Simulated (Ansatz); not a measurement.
# SnO2: the cost of one run

Program: Ansatz 0.2.0. Level of theory: DFT PBE, scalar-relativistic, plane waves, PAW. These are calculated values, not measurements.

1 further run of the same task is left out (set aside as unsound or not needed).

### 1 The starting structure

Symmetry: R-3m, No. 166, trigonal system. The conventional cell has a = 3.234 Å, b = 3.234 Å, c = 14.755 Å, α = 90.00°, β = 90.00°, γ = 120.00°. Sn (site symmetry -3m) has 6 O at 2.12 Å as nearest neighbours. Around O (site symmetry 3m) lie 3 Sn at 2.12 Å.

Coordinates:

```
CELL_PARAMETERS angstrom
1.61677 0.93344 4.91826
-1.61677 0.93344 4.91826
0.00000 -1.86688 4.91826
ATOMIC_POSITIONS crystal
Sn 0.50000 0.50000 0.50000
O 0.23488 0.23488 0.23488
O 0.76512 0.76512 0.76512
```

It goes back to an entry of the Materials Project, which need not be the stable form.

This cell was relaxed beforehand with the same method: volume 14.84 Å³/atom, gap on the mesh 2.02 eV.

### 2 The scan

The energy is mapped over a normal mode and a strain (zone-centre modes of the cell shown) (x along [1 0 0], y along [1 2 0], z along [0 0 1] of the conventional cell).

First coordinate, amplitude of mode 4 (381 cm⁻¹), largest displacement in the unstrained cell: 5 values from −0.118 Å. Second coordinate, equal normal strain along x, y and z: 5 values from −2.50 %.

Nothing else is relaxed (the pattern is fixed in fractional coordinates). Energies count from the relaxed high-symmetry cell. Points are written as (first, second).

The modes come from a phonon run on the reference cell, made beforehand.

Displacement patterns for an amplitude of 1 (Å):

| atom | x1 | y1 | z1 |
| --- | --- | --- | --- |
| Sn1 | -0.270 | 0.000 | 0.000 |
| O2 | 1.000 | 0.000 | 0.000 |
| O3 | 1.000 | 0.000 | 0.000 |

### 3 The run at (−0.059 Å, −2.50 %)

Contents of input.yaml:

```yaml
crystal:
  lattice:
    - [1.5763469202, 0.9101043187, 4.7952989919]
    - [-1.5763469202, 0.9101043187, 4.7952989919]
    - [0.0, -1.8202086374, 4.7952989919]
  atoms:
    - { symbol: Sn, position: [0.5049182473, 0.4950817527, 0.5] }
    - { symbol: O, position: [0.2166363734, 0.253128975, 0.2348826742] }
    - { symbol: O, position: [0.746871025, 0.7833636266, 0.7651173258] }
basis:
  ecutwfc: 520.0
kpoints:
  mp_grid: { grid: [12, 12, 12] }
hamiltonian:
  xc: pbe
  pseudopotentials: { kind: paw, azcp: { folder: soft_1 } }
scf:
  occupations: { method: gaussian, width: 0.05 }
output:
  forces: true
  stress: true
  eigenvalues: true
  write_density: true
  write_potential: true
  elf: true
  volumetric_format: npy
```

The run is started by

```sh
$ ansatz run input.yaml --threads 1 --pin off --max-ram 2048MiB --backend cpu --events-out ev --progress --plain --runs-dir out
```

**Question.** How long does this run take on 1 thread of Arm Neoverse V1, shared host, and how much memory does it need?

About 63 s, with a peak of 0.67 GiB.
